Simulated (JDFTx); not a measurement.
The system is WS2 (Tungstenite).

```xyz
6
Lattice="3.1800 0.0000 0.0000 -1.5900 2.7540 0.0000 0.0000 0.0000 12.5000" Properties=species:S:1:pos:R:3 pbc="T T T"
W     1.5900    0.9180    9.3750
W     0.0000    1.8360    3.1250
S     1.5900    0.9180    4.6875
S     0.0000    1.8360   10.9375
S     1.5900    0.9180    1.5625
S     0.0000    1.8360    7.8125
```

| Property | Result |
| --- | --- |
| Program | JDFTx 1.7.0 (patched build) |
| Task | single point |
| Functional | PBEsol |
| Potentials or basis | PseudoDojo-SR-PBEsol-0.4.1-standard with smoothed tails |
| Cutoff | 1007 eV |
| Density cutoff | 8055 eV |
| k mesh | 10 × 10 × 3 |
| Occupations | fermi-dirac, width 0.05 eV |
| Spin | no spin polarisation |

On this cell: pressure -2.7 GPa; largest force 0.151 eV/Å; band gap on the k mesh 1.08 eV, indirect (least direct gap 2.07 eV).

The same run follows on a disturbed copy (atoms moved at random, drawn with an rms of 0.05 Å):

```
W S
1.0
     3.18000    0.00000    0.00000
    -1.59000    2.75396    0.00000
     0.00000    0.00000   12.50000
W S
2 4
Cartesian
  1.6038 0.9147 9.3564
  0.0428 1.8620 3.1020
  1.5459 0.9056 4.6321
  -0.0016 1.8335 10.8725
  1.6324 0.9377 1.5269
  0.0472 1.8611 7.8303
```

Question: What does the disturbed cell give?

Answer: The energy moves by +15.0 meV/atom; pressure 0.2 GPa; largest force 1.343 eV/Å; band gap on the k mesh 1.07 eV, indirect (least direct gap 1.89 eV).

Forces in eV/Å, atoms in the order of the input:
```
W    0.187  0.328 -0.154
W   -0.948 -0.460 -0.833
S    0.907  0.376  0.538
S    0.166 -0.013  0.802
S    0.040  0.081  0.302
S   -0.353 -0.313 -0.656
```

Stress tensor (GPa, compression positive):
```
-2.04 -0.64  3.01
-0.64 -1.16  1.29
 3.01  1.29  3.88
```

Caveats: spin-orbit coupling is left out, which moves the levels of the heavy elements; an odd mesh through Γ misses points on the zone boundary, where band edges often lie; this functional lacks dispersion, which binds the layers, so the pressure and a relaxed spacing across them are unreliable (some runs).
